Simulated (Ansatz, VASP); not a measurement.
CaH: VASP beside Ansatz

```xyz
6
Lattice="6.5161 0.0000 0.0000 -3.2580 5.6431 0.0000 0.0000 0.0000 3.4326" Properties=species:S:1:pos:R:3 pbc="T T T"
Ca    3.2580    0.0000    0.0000
Ca    1.6290    2.8215    0.0000
Ca   -1.6290    2.8215    0.0000
H     0.0000    0.0000    0.0000
H     0.0000    3.7621    1.7163
H     3.2580    1.8810    1.7163
```

Alike in both runs: functional PBE; k mesh 3 × 3 × 6; occupations gaussian, width 0.1 eV; no spin polarisation.

Ansatz relaxed the structure, and its values are those at the end. VASP's run is a single point on that final structure, the one shown.

```csv
,VASP,Ansatz
version,VASP 6.6.1,Ansatz 0.2.0
potentials or method,"VASP PAW PBE potentials, release 64 (Ca_sv, H)","scalar-relativistic, plane waves, PAW"
plane-wave cutoff (eV),520,420
valence electrons in the cell,33,33
```

|  | VASP | Ansatz | Ansatz less VASP |
| --- | --- | --- | --- |
| gap on the k mesh at the Fermi level (eV) | none | none | - |
| pressure (GPa) | 0.0 | 0.0 | -0.01 |

A gap of «none» marks a metal or a gap that the smearing closes. With one functional, cell and mesh, what is left measures potentials, basis and numerics.

Caveats: the k mesh is coarse (spacing up to 0.37 Å⁻¹), so the values aren't converged.
